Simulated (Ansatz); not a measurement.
Ir under changes of volume

One of the cells (14.059 Å³/atom); the others are scaled copies at fixed shape and fractional positions:

```
Ir
1.0
     0.00000    1.91560    1.91560
     1.91560    0.00000    1.91560
     1.91560    1.91560    0.00000
Ir
1
Direct
  0.00000 0.00000 0.00000
```

```yaml
Program: Ansatz 0.2.0
Functional: PBE
Potentials_or_basis: PseudoDojo stringent (PBE files)
Cutoff: 925 eV
Density_cutoff: 3701 eV
k_mesh: 12 × 12 × 12
Occupations: fermi-dirac, width 0.05 eV
Spin: no spin polarisation
```

```csv
volume (Å³/atom),energy over the lowest point (meV/atom),pressure (GPa)
13.215,?,?
13.496,78.41,28.6
13.778,36.96,19.0
14.059,11.41,10.4
14.340,0.00,2.8
14.621,1.17,-3.9
14.902,13.49,-9.9
```

Problem. What does the run at 13.215 Å³/atom give?

Solution. Energy over the lowest point 137.76 meV/atom; pressure 39.4 GPa.

Worked out: A Birch-Murnaghan fit of order 3 (a polynomial in V^(-2/3)) to the other rows has its minimum at 14.45 Å³/atom with B0 = V·E''(V) = 352 GPa and B' = 4.9. It gives 137.51 meV/atom at 13.215 Å³/atom, against the run's 137.76, and -dE/dV = 39.2 GPa, against 39.4.

Energies are extrapolated to zero smearing.
